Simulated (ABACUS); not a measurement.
NiO under changes of volume

One of the cells (9.076 Å³/atom); the others are scaled copies at fixed shape and fractional positions:

```
CELL_PARAMETERS angstrom
0.00000 2.08590 2.08590
2.08590 0.00000 2.08590
2.08590 2.08590 0.00000
ATOMIC_POSITIONS crystal
Ni 0.00000 0.00000 0.00000
O 0.50000 0.50000 0.50000
```

- Program: ABACUS 3.10.1
- Functional: PBEsol
- Potentials or basis: PseudoDojo NC SR 0.4.1 PBEsol standard
- Cutoff: 1333 eV
- Density cutoff: 5333 eV
- Basis: plane waves
- k mesh: 11 × 11 × 11
- Occupations: fermi-dirac, width 0.05 eV
- Spin: collinear spin, ferromagnetic start
- Starting moments: [1.0, 0.0] μB

| volume (Å³/atom) | energy over the lowest point (meV/atom) | pressure (GPa) | moment (μB per cell) |
| --- | --- | --- | --- |
| 8.531 | 12.07 | 1.0 | 0.63 |
| 8.713 | 0.00 | 0.2 | 1.37 |
| 8.894 | 1.97 | -3.6 | 1.47 |
| 9.076 | ? | ? | ? |
| 9.257 | 17.39 | -9.9 | 1.62 |
| 9.439 | 29.91 | -12.4 | 1.71 |
| 9.620 | 44.93 | -14.8 | 1.77 |

Q: What does the run at 9.076 Å³/atom give?

A: Energy over the lowest point 7.79 meV/atom; pressure -7.0 GPa; moment 1.55 μB per cell.

The energies don't lie on one smooth curve, so no fit is given. The run at 8.531 Å³/atom lies farthest off; its moment of 0.63 μB against 1.37 to 1.77 μB shows that it ended in another magnetic state.

Energies are extrapolated to zero smearing.

Caveats: a cell with one magnetic atom can't hold antiferromagnetic order, which such compounds often take.
